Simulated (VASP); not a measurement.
# Sc (I4/mmm) in VASP: single point with r2SCAN

Aim: the single point of Sc with r2SCAN.

All numbers are computed with VASP 6.6.1; they aren't measurements. Logs are shortened: lines on timing, memory, paths and dates and some standing lists are left out, and cuts for length are marked.

## (1) Starting point

Symmetry: I4/mmm, No. 139, tetragonal system. The conventional cell has a = 3.834 Å, b = 3.834 Å, c = 3.435 Å, α = 90.00°, β = 90.00°, γ = 90.00°. Around Sc (site symmetry 4/mmm) lie 10 Sc at 3.21 to 3.44 Å.

This isn't the form of Sc at room conditions, which is hcp.

## (2) Single point, r2SCAN

Input file POSCAR:

```
Sc
1.0
   -1.9172054859      1.9172054859      1.7176030000
    1.9172054859     -1.9172054859      1.7176030000
    1.9172054859      1.9172054859     -1.7176030000
Sc
1
Direct
    0.0000000000      0.0000000000      0.0000000000
```

Input file INCAR.step1:

```
SYSTEM = Sc
  PREC = Accurate
  ENCUT = 520
  ISMEAR = 0
  SIGMA = 0.1
  LREAL = .False.
  LASPH = .True.
  NELM = 80
  NBANDS = 12
  GGA = PE
  ALGO = Normal
  EDIFF = 1E-4
  LWAVE = .True.
  LCHARG = .False.
```

Input file INCAR.step2:

```
SYSTEM = Sc
  PREC = Accurate
  ENCUT = 520
  EDIFF = 1E-7
  ISMEAR = 0
  SIGMA = 0.1
  LREAL = .False.
  LASPH = .True.
  NELM = 80
  ALGO = Normal
  ISIF = 2
  LWAVE = .False.
  LCHARG = .False.
  METAGGA = R2SCAN
  LMIXTAU = .True.
  NBANDS = 12
  ISTART = 1
```

Input file KPOINTS:

```
regular mesh
0
Gamma
  8 8 8
  0 0 0
```

Potentials or basis: VASP PAW PBE potentials, release 64 (Sc_sv).

Launch:

```sh
cat potpaw_PBE.64/Sc_sv/POTCAR > POTCAR
cp INCAR.step1 INCAR
mpirun -np 1 vasp_std > vasp.out
cp INCAR.step2 INCAR
mpirun -np 1 vasp_std > vasp.out
```

OUTCAR:

```text
SYSTEM = Sc
   PREC = Accurate
   ENCUT = 520
   EDIFF = 1E-7
   ISMEAR = 0
   LREAL = .False.
   LASPH = .True.
   NELM = 80
   ISIF = 2
   METAGGA = R2SCAN
   ISTART = 1

 ion  position               nearest neighbor table
   1  0.000  0.000  0.000-

  LATTYP: Found a body centered tetragonal cell.
 ALAT       =     3.8344109718
 C/A-ratio  =     0.8958888406

  Lattice vectors:

 A1 = (  -1.9172054859,   1.9172054859,   1.7176030000)
 A2 = (   1.9172054859,  -1.9172054859,   1.7176030000)
 A3 = (   1.9172054859,   1.9172054859,  -1.7176030000)

Analysis of symmetry for initial positions (statically):
=====================================================================
 Subroutine PRICEL returns:
 Original cell was already a primitive cell.

 Routine SETGRP: Setting up the symmetry group for a
 body centered tetragonal supercell.

 Subroutine GETGRP returns: Found 16 space group operations
 (whereof 16 operations were pure point group operations)
 out of a pool of 16 trial point group operations.

The static configuration has the point symmetry D_4h.

Analysis of symmetry for dynamics (positions and initial velocities):
=====================================================================
 Subroutine PRICEL returns:
 Original cell was already a primitive cell.

 Routine SETGRP: Setting up the symmetry group for a
 body centered tetragonal supercell.

 Subroutine GETGRP returns: Found 16 space group operations
 (whereof 16 operations were pure point group operations)
 out of a pool of 16 trial point group operations.

The dynamic configuration has the point symmetry D_4h.

 Subroutine INISYM returns: Found 16 space group operations
 (whereof 16 operations are pure point group operations),
 and found     1 'primitive' translations

----------------------------------------------------------------------------------------

                                     Primitive cell

  volume of cell :      25.2534

  direct lattice vectors                    reciprocal lattice vectors
    -1.917205486  1.917205486  1.717603000     0.000000000  0.260796249  0.291103357
     1.917205486 -1.917205486  1.717603000     0.260796249  0.000000000  0.291103357
     1.917205486  1.917205486 -1.717603000     0.260796249  0.260796249  0.000000000

  length of vectors
     3.209597142  3.209597142  3.209597142     0.390839927  0.390839927  0.368821593

  position of ions in fractional coordinates (direct lattice)
     0.000000000  0.000000000  0.000000000

  ion indices of the primitive-cell ions
   primitive index   ion index
                 1           1

----------------------------------------------------------------------------------------

 KPOINTS: regular mesh

Automatic generation of k-mesh.
 Grid dimensions read from file:
 generate k-points for:    8    8    8

 Generating k-lattice:

  Cartesian coordinates                     Fractional coordinates (reciprocal lattice)
     0.000000000  0.032599531  0.036387920     0.125000000  0.000000000  0.000000000
     0.032599531  0.000000000  0.036387920     0.000000000  0.125000000  0.000000000
     0.032599531  0.032599531  0.000000000     0.000000000  0.000000000  0.125000000

  Length of vectors
     0.048854991  0.048854991  0.046102699

  Shift w.r.t. Gamma in fractional coordinates (k-lattice)
     0.000000000  0.000000000  0.000000000

 Subroutine IBZKPT returns following result:
 ===========================================

 Found     59 irreducible k-points:

 Following reciprocal coordinates:
            Coordinates               Weight
  0.000000  0.000000  0.000000      1.000000
  0.125000  0.000000  0.000000      8.000000
  0.250000  0.000000  0.000000      8.000000
  0.375000  0.000000  0.000000      8.000000
  0.500000  0.000000  0.000000      4.000000
  0.125000  0.125000  0.000000      8.000000
[... 16 lines left out ...]
  0.250000  0.125000  0.125000     16.000000
  0.375000  0.125000  0.125000      8.000000
 [... further k-points ...]
   k-points           NKPTS =     59   k-points in BZ     NKDIM =     59   number of bands    NBANDS=     12
   number of dos      NEDOS =    301   number of ions     NIONS =      1
   total plane-waves  NPLWV =  13824
   dimension x,y,z NGX =    24 NGY =   24 NGZ =   24
   dimension x,y,z NGXF=    48 NGYF=   48 NGZF=   48
   ions per type =               1
   NGX,Y,Z   is equivalent  to a cutoff of  12.43, 12.43, 12.43 a.u.
   NGXF,Y,Z  is equivalent  to a cutoff of  24.86, 24.86, 24.86 a.u.
 SYSTEM =  Sc
   PREC   = accura    normal or accurate (medium, high low for compatibility)
   ISTART =      1    job   : 0-new  1-cont  2-samecut
   ICHARG =      0    charge: 1-file 2-atom 10-const
   ISPIN  =      1    spin polarized calculation?
   LNONCOLLINEAR =      F non collinear calculations
   LSORBIT =      F    spin-orbit coupling
   LASPH  =      T    aspherical Exc in radial PAW
   ENCUT  =  520.0 eV  38.22 Ry    6.18 a.u.   5.97  5.97  5.97*2*pi/ulx,y,z
   NELM   =     80;   NELMIN=  2; NELMDL=  0     # of ELM steps
   EDIFF  = 0.1E-06   stopping-criterion for ELM
   LREAL  =      F    real-space projection
   EDIFFG = 0.1E-05   stopping-criterion for IOM
   NSW    =      0    number of steps for IOM
   IBRION =     -1    ionic relax: 0-MD 1-quasi-New 2-CG
   NFREE  =      0    steps in history (QN), initial steepest desc. (CG)
   ISIF   =      2    stress and relaxation
   ISYM   =      2    0-nonsym 1-usesym 2-fastsym
   POTIM  = 0.5000    time-step for ionic-motion
   TEBEG  =    0.0;   TEEND  =   0.0 temperature during run
   PSTRESS=    0.0 pullay stress
   NELECT =      11.0000    total number of electrons
   NUPDOWN=      -1.0000    fix difference up-down
   EMIN   =  10.00;   EMAX   =-10.00  energy-range for DOS
   EFERMI =   0.00;   METHOD = LEGACY
   ISMEAR =     0;   SIGMA  =   0.10  broadening in eV -4-tet -1-fermi 0-gaus
   EFERMI_NEDOS =   21; number of points for ismear=-14 and -15
   IALGO  =     38    algorithm
   IMIX   =      4    mixing-type and parameters
     AMIX     =   0.40;   BMIX     =  1.00
     AMIX_MAG =   1.60;   BMIX_MAG =  1.00
  volume/ion in A,a.u.               =      25.25       170.42
  Fermi-wavevector in a.u.,A,eV,Ry     =   1.240983  2.345117 20.953486  1.540038
  Thomas-Fermi vector in A             =   2.375400
   LORBIT       =      0    0 simple, 1 ext, 2 COOP (PROOUT), +10 PAW based schemes
   METAGGA = R2SCAN    functional components
   LHFCALC =     F    Hartree Fock is set to
   AEXX    =    0.0000 exact exchange contribution
   IVDW    =     0    specifies the selected vdW correction
   LEPSILON=     F    determine dielectric tensor
   LRPA    =     F    only Hartree local field effects (RPA)
 non-spin polarized calculation
 Gauss-broadening in eV      SIGMA  =   0.10
  energy-cutoff  :      520.00
  volume of cell :       25.25
 maximum number of plane-waves:       706
   NGX = 11   NGY = 11   NGZ = 11

 number of electron      11.0000004 magnetization

 Free energy of the ion-electron system (eV)
  ---------------------------------------------------
  ext. energy  EPLUGINS =         0.00000000
  ---------------------------------------------------
  free energy    TOTEN  =       -11.27487260 eV

  energy without entropy =      -11.26659069  energy(sigma->0) =      -11.27073164

 E-fermi :   3.6985     XC(G=0): -10.4927

 val. band max:        3.6399145519   @ k =   0.3750   0.1250   0.1250
 cond. band min:       3.7007715236   @ k =   0.2500   0.2500   0.2500
 fundamental gap:      0.0608569717
 Fermi energy:         3.6984881565

 k-point     1 :       0.0000    0.0000    0.0000
  band No.  band energies     occupation
      1     -48.0825      2.00000
      2     -25.5364      2.00000
      3     -25.5363      2.00000
      4     -25.4977      2.00000
      5      -1.8547      2.00000
      6       4.9504      0.00000
      7       5.6716      0.00000
      8       5.6716      0.00000
      9       6.2169      0.00000
     10       7.0305      0.00000
     11      17.6279      0.00000
     12      17.6279      0.00000

 k-point     2 :       0.1250    0.0000    0.0000
  band No.  band energies     occupation
      1     -48.0733      2.00000
      2     -25.5776      2.00000
      3     -25.5545      2.00000
      4     -25.5173      2.00000
      5      -1.4115      2.00000
      6       4.9388      0.00000
      7       5.4747      0.00000
      8       5.7389      0.00000
      9       6.2969      0.00000
     10       6.8609      0.00000
     11      17.4425      0.00000
     12      18.0132      0.00000

 k-point     3 :       0.2500    0.0000    0.0000
  band No.  band energies     occupation
      1     -48.0512      2.00000
      2     -25.7084      2.00000
      3     -25.5980      2.00000
      4     -25.5304      2.00000
      5      -0.2060      2.00000
      6       4.5347      0.00000
      7       4.7772      0.00000
      8       6.4381      0.00000
      9       6.6690      0.00000
     10       6.7157      0.00000
     11      15.2735      0.00000
     12      16.4770      0.00000

 k-point     4 :       0.3750    0.0000    0.0000
  band No.  band energies     occupation
      1     -48.0290      2.00000
      2     -25.8395      2.00000
      3     -25.6411      2.00000
      4     -25.5396      2.00000
      5       1.2729      2.00000
      6       4.0873      0.00000
      7       4.2002      0.00000
      8       6.6832      0.00000
      9       7.1666      0.00000
     10       7.4694      0.00000
     11      12.4504      0.00000
     12      14.9063      0.00000

 k-point     5 :       0.5000    0.0000    0.0000
  band No.  band energies     occupation
      1     -48.0197      2.00000
      2     -25.8929      2.00000
      3     -25.6589      2.00000
      4     -25.5432      2.00000
      5       1.9474      2.00000
      6       3.9113      0.00261
      7       4.1851      0.00000
      8       6.6616      0.00000
      9       7.3970      0.00000
     10       8.0207      0.00000
     11      11.1093      0.00000
     12      14.2490      0.00000
[... 228 lines left out ...]
      1     -48.0284      2.00000
      2     -25.9091      2.00000
      3     -25.5924      2.00000
      4     -25.5215      2.00000
      5       1.7950      2.00000
      6       3.5754      1.91830
      7       4.7622      0.00000
      8       6.1640      0.00000
      9       6.7807      0.00000
     10       7.9857      0.00000
     11      10.4925      0.00000
     12      15.4856      0.00000

 k-point    22 :       0.1250    0.1250    0.1250
  band No.  band energies     occupation
      1     -48.0427      2.00000
      2     -25.7667      2.00000
      3     -25.5722      2.00000
      4     -25.5714      2.00000
      5       0.4565      2.00000
      6       4.1196      0.00000
      7       4.5179      0.00000
      8       6.5282      0.00000
      9       6.8154      0.00000
     10       7.3286      0.00000
     11      14.4396      0.00000
     12      15.1698      0.00000

 k-point    23 :       0.2500    0.1250    0.1250
  band No.  band energies     occupation
      1     -48.0256      2.00000
      2     -25.8261      2.00000
      3     -25.6426      2.00000
      4     -25.5866      2.00000
      5       1.8930      2.00000
      6       3.8409      0.04397
      7       3.8968      0.00504
      8       6.7950      0.00000
      9       7.0652      0.00000
     10       8.3460      0.00000
     11      12.5303      0.00000
     12      13.5067      0.00000

 k-point    24 :       0.3750    0.1250    0.1250
  band No.  band energies     occupation
      1     -48.0185      2.00000
      2     -25.8410      2.00000
      3     -25.6809      2.00000
      4     -25.5930      2.00000
      5       2.5728      2.00000
      6       3.6399      1.59253
      7       3.9124      0.00249
      8       6.7801      0.00000
      9       7.3298      0.00000
     10       8.9953      0.00000
     11      10.9295      0.00000
     12      13.2630      0.00000

 [... further k-points ...]
[... 5 lines left out ...]
  --------------------------------------------------------------------------------------
  -------------------------------------------------------------------------------------
  Total       -0.1743886     -0.1743886      0.2050928      0.0000000      0.0000000      0.0000000
  in kB      -11.0639100    -11.0639100     13.0119072      0.0000000      0.0000000      0.0000000
  external PRESSURE =      -3.0386376 kB  Pullay stress =       0.0000000 kB

 VOLUME and BASIS-vectors are now :
 -----------------------------------------------------------------------------
  energy-cutoff  :      520.00
  volume of cell :       25.25
      direct lattice vectors                 reciprocal lattice vectors
    -1.917205486  1.917205486  1.717603000     0.000000000  0.260796249  0.291103357
     1.917205486 -1.917205486  1.717603000     0.260796249  0.000000000  0.291103357
     1.917205486  1.917205486 -1.717603000     0.260796249  0.260796249  0.000000000

 POSITION                                       TOTAL-FORCE (eV/Angst)
 -----------------------------------------------------------------------------------
      0.00000      0.00000      0.00000        -0.000000      0.000000      0.000000
 -----------------------------------------------------------------------------------
    total drift:                                0.000000      0.000000      0.000000

  FREE ENERGIE OF THE ION-ELECTRON SYSTEM (eV)
  ---------------------------------------------------
  free  energy   TOTEN  =       -11.2748725955 eV

  energy  without entropy=      -11.2665906921  energy(sigma->0) =      -11.27073164
```

Wall time 29 s (1 thread of Intel Xeon 6975P-C (Granite Rapids), shared host); peak memory 0.14 GiB.

What came out:

- Free energy: -11.2749 eV
- Pressure: -0.3 GPa
- Band gap on the k mesh: none (metal or under the smearing width)

Levels at points of the mesh, in eV from the Fermi level:
```tsv
k point	band 2	band 3	band 4	band 5	band 6	band 7	band 8	band 9
(0.00, 0.00, 0.00)	-29.23	-29.23	-29.20	-5.55	1.25	1.97	1.97	2.52
(0.50, 0.00, 0.00)	-29.59	-29.36	-29.24	-1.75	0.21	0.49	2.96	3.70
(0.50, 0.50, 0.00)	-29.61	-29.29	-29.22	-1.90	-0.12	1.06	2.47	3.08
(0.50, 0.50, 0.50)	-29.51	-29.51	-29.40	-1.39	-1.15	4.03	4.03	4.15
```

Caveat: the PAW data sets were made with another functional, which shifts forces and pressure a little.
